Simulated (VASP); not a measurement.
Wanted: the native input for a VASP 6.6.1 run.

```
Task                   : single point
Functional             : PBE
Potentials or basis    : VASP PAW PBE potentials, release 64 (Mg)
Cutoff                 : 520 eV
k mesh                 : 2 × 2 × 2, shifted
Occupations            : fermi-dirac, width 0.0689 eV
Spin                   : no spin polarisation
Dipole correction      : no
Further INCAR settings : LREAL = Auto; ALGO = Normal; EDIFF = 1e-07; NBANDS = 33
```

The structure of Mg lies in POSCAR:

```
Mg
1.0
    3.5690100022     -7.1380200043      0.0000000000
    0.0000000000     -3.5690100022     -7.1380200043
    7.1380200043      0.0000000000     -3.5690100022
Mg
18
Direct
    0.8422296685      0.8360306572      0.8169062128
    0.5619806174      0.8928016759      0.2202994044
    0.2781134449      0.9410230469      0.6010380092
    0.9457013439      0.6110066622      0.2765753589
    0.6609021981      0.6672502704      0.6681167105
    0.3852472003      0.7230469447      0.0544964694
    0.1064402857      0.7735537612      0.4410093490
    0.7752711376      0.4422375141      0.1185818413
    0.4981463266      0.4947914280      0.5027466686
    0.2263572312      0.5585847488      0.8822636773
    0.8793901758      0.2266912485      0.5689178041
    0.6086828930      0.2789334669      0.9533339305
    0.3383314201      0.3179297774      0.3436644583
    0.0530879244      0.3843142307      0.7250549401
    0.7329592796      0.0516683898      0.3918078120
    0.4512912542      0.1077598549      0.7708361698
    0.1593078254      0.1762493115      0.1629375901
   -0.0034399829      0.0161267877      0.0014137441
```

This isn't the form of Mg at room conditions, which is hcp.

One way to write it, as run:

INCAR

```
ALGO = Normal
EDIFF = 1E-7
ENCUT = 520
GGA = PE
ISIF = 2
ISMEAR = -1
LASPH = T
LCHARG = F
LREAL = Auto
LWAVE = F
NBANDS = 33
NELM = 100
PREC = Accurate
SIGMA = 0.0689
```

KPOINTS

```
Automatic mesh
0
Gamma
  2 2 2
  0.5 0.5 0.5
```

Potentials or basis: VASP PAW PBE potentials, release 64 (Mg).

Run with:

```bash
$ cat potpaw_PBE.64/Mg/POTCAR > POTCAR
$ mpirun -np 1 vasp_std > vasp.out
```

It gave:

* Pressure: 0.6 GPa
* Largest force: 0.411 eV/Å
* Band gap on the k mesh: none (metal or under the smearing width)

Caveat: the k mesh is coarse (spacing up to 0.45 Å⁻¹), so the values aren't converged.

Wall time 38 s on 1 thread of Intel(R) Xeon(R) 6975P-C (Granite Rapids) (shared host), peak memory 0.47 GiB.
